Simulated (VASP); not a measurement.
Here is the system:

```
CELL_PARAMETERS angstrom
     -0.02883     2.88305     2.88305
      2.88305    -0.02883     2.88305
      2.85422     2.85422     0.00000
ATOMIC_POSITIONS crystal
  Sr 0.00000 0.00000 0.00000
  F  0.25000 0.25000 0.25000
  F  0.75000 0.75000 0.75000
```

Level of theory: PBEsol GGA, VASP's PBE PAW potentials (set 64) (plane waves; VASP). Settings: 600 eV cut-off, 6×6×6 Γ-centred mesh, Gaussian smearing of 0.050 eV, potentials Sr_sv F.

### Question
Which forces act on the atoms, in eV/Å?

### Answer

| atom | Fx | Fy | Fz |
|---|---|---|---|
| Sr1 | 0.000 | 0.000 | 0.000 |
| F2 | 0.000 | 0.000 | 0.062 |
| F3 | 0.000 | 0.000 | -0.062 |

### Question
Give the stress tensor in GPa (positive for a compressed cell).

### Answer

```
0.03  0.86  0.00
0.86  0.03  0.00
0.00  0.00  0.03
```
The pressure is its mean diagonal, 0.03 GPa.

The compound is SrF2 in the fluorite structure. This cell was strained or had an atom moved on purpose.
